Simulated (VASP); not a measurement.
Set up this calculation in VASP 6.6.1, as the native input.

```yaml
Task: single point
Functional: BLYP
Potentials_or_basis: VASP PAW PBE potentials, release 64 (Co)
Cutoff: 520 eV
k_mesh: 9 × 9 × 5
Occupations: fermi-dirac, width 0.05 eV
Spin: collinear spin, twin_end start
Starting_moments: "[1.75, 1.75] μB"
Dipole_correction: no
Further_INCAR_settings: ALGO = Normal; EDIFF = 1e-06; NBANDS = 20
```

The structure of Co lies in POSCAR:

```
Co
1.0
    2.4876980000     -0.0365110000     -0.0042410000
   -1.2754680000      2.1571660000     -0.0074570000
   -0.0068990000     -0.0179890000      4.0002880000
Co
2
Direct
    0.6666666667      0.3333333333      0.7500000000
    0.3333333333      0.6666666667      0.2500000000
```

The cell isn't the ideal one: cell strained at random at fixed volume.

These files were run (other wordings do the same):

INCAR

```
PREC = Accurate ; ENCUT = 520
EDIFF = 1E-6 ; ISMEAR = -1
SIGMA = 0.05 ; LREAL = F
LASPH = T ; NELM = 150
ALGO = Normal ; ISIF = 2
LWAVE = F ; LCHARG = T
ISPIN = 2 ; MAGMOM = 1.75 1.75
LORBIT = 11 ; LMAXMIX = 4
GGA = B5 ; ALDAX = 1.0
AGGAX = 1.0 ; AGGAC = 1.0
ALDAC = 0.0 ; LELF = T
LVHAR = T ; NBANDS = 20
```

KPOINTS

```
regular mesh
0
Gamma
  9 9 5
```

Potentials or basis: VASP PAW PBE potentials, release 64 (Co).

Launch:

```console
$ cat potpaw_PBE.64/Co/POTCAR > POTCAR
$ mpirun -np 1 vasp_std > vasp.out
```

It gave:

```
Pressure                                              : 13.1 GPa
Largest force                                         : 0.089 eV/Å
Band gap on the k mesh                                : none (metal or under the smearing width)
Net moment                                            : 3.03 μB per cell
Site moments                                          : Co +1.53 μB
Valence electrons inside the program's atomic spheres : Co 8.34
```

Caveat: the PAW data sets were made with another functional, which shifts forces and pressure a little.

Wall time 87 s on 1 thread of AMD EPYC 9R45 (Zen 5) (shared host), peak memory 0.2 GiB.
